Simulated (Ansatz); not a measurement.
Runs of Ansatz 0.2.0 on Ge. Symmetry: I4/mmm, No. 139, tetragonal system. The conventional cell has a = 3.217 Å, b = 3.217 Å, c = 3.746 Å, α = 90.00°, β = 90.00°, γ = 90.00°. Ge (site symmetry 4/mmm) has 12 Ge at 2.95 to 3.22 Å as nearest neighbours. The cell was built by a generator and needn't be a form met in nature.

| task | level | k mesh | cutoff (eV) | smearing | points for each segment of the path | mesh quality | gap on the mesh (eV) | pressure (GPa) |
| --- | --- | --- | --- | --- | --- | --- | --- | --- |
| single point | PBE | 12 × 12 × 12 | 420 | gaussian 0.026 eV | - | not flagged | none | 0.8 |
| band structure | RPBE | 12 × 12 × 12 | 420 | fermi-dirac 0.05 eV | 14 | not flagged | none | 2.2 |
| single point | r2SCAN0 | 6 × 6 × 6 | 500 | fermi-dirac 0.05 eV | - | coarse | none | - |
| band structure | revPBE | 12 × 12 × 12 | 420 | fermi-dirac 0.05 eV | 14 | not flagged | none | (a) |

Alike in all rows: potentials or basis Ansatz PAW; no spin polarisation; cell as given.

Fill in the values left out.

(a) 1.7.

Caveats: some runs use coarse meshes; the PAW data sets come from PBE, with cores solved anew for the run's functional, which leaves a small shift of forces and pressure (some runs); the potentials were made for another functional, which shifts forces and pressure (some runs).

A k mesh can miss the band edges, and the runs leave out spin-orbit coupling on Ge.

A gap of «none» marks a metal or a gap under the smearing width.

Not every run made on this cell is shown here.
